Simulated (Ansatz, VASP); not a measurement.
# Two plane-wave programs on Hf

```xyz
1
Lattice="-1.8050 1.8050 1.8050 1.8050 -1.8050 1.8050 1.8050 1.8050 -1.8050" Properties=species:S:1:pos:R:3 pbc="T T T"
Hf    0.0000    0.0000    0.0000
```

This isn't the form of Hf at room conditions, which is hcp.

Alike in both runs: task single point; functional PBEsol; k mesh 18 × 18 × 18; occupations gaussian, width 0.15 eV; no spin polarisation.

|  | VASP | Ansatz |
| --- | --- | --- |
| version | VASP 6.6.1 | Ansatz 0.2.0 |
| potentials or method | VASP PAW PBE potentials, release 64 (Hf_pv) | scalar-relativistic, plane waves, PAW |
| plane-wave cutoff (eV) | 520 | 420 |
| valence electrons in the cell | 10 | 26 |

```csv
,VASP,Ansatz,Ansatz less VASP
gap on the k mesh at the Fermi level (eV),none,none,-
pressure (GPa),-9.3,-9.0,+0.32
```

A gap of «none» marks a metal or a gap that the smearing closes. With one functional, cell and mesh, what is left measures potentials, basis and numerics. The two sets of potentials don't hold the same shells in valence.

Caveats: the PAW data sets were made with another functional, which shifts forces and pressure a little (VASP). Spin-orbit coupling is left out, which matters for the levels of Hf.
